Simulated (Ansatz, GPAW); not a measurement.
One calculation of Au, 3 ways

```
CELL_PARAMETERS angstrom
0.00000 2.03500 2.03500
2.03500 0.00000 2.03500
2.03500 2.03500 0.00000
ATOMIC_POSITIONS crystal
Au 0.00000 0.00000 0.00000
```

Alike in all runs: task band structure; functional BLYP; k mesh 11 × 11 × 11; occupations fermi-dirac, width 0.05 eV; no spin polarisation; no spin-orbit coupling. Pressure is positive in compression and, in plane waves, holds the error of the finite cutoff, which Ansatz's Pulay term estimates and takes out.

```
                           program and potentials  plane-wave cutoff (eV)                                                                                                                            notes  pressure (GPa)
                               Ansatz, Ansatz PAW                     420  potentials made for PBE, which Ansatz adapts in part; 19 valence electrons an atom on average; Pulay term of +0.07 GPa included           22.48
GPAW, PAW data sets generated for this functional                     600                                                                                          11 valence electrons an atom on average           25.37
   Ansatz, all-electron LAPW, scalar-relativistic                       -                                                                                                                                -           22.50
```

The pressure spans 22.48 (Ansatz, Ansatz PAW) to 25.37 GPa (GPAW, PAW data sets generated for this functional), with all-electron results at 22.50. Some sets were made for another functional than the one run, which can shift their rows. The cell lies far from this level's equilibrium.

The functional is the same throughout but for its coding, so the spread measures potentials, basis and numerics; runs on potential files found faulty are left out.
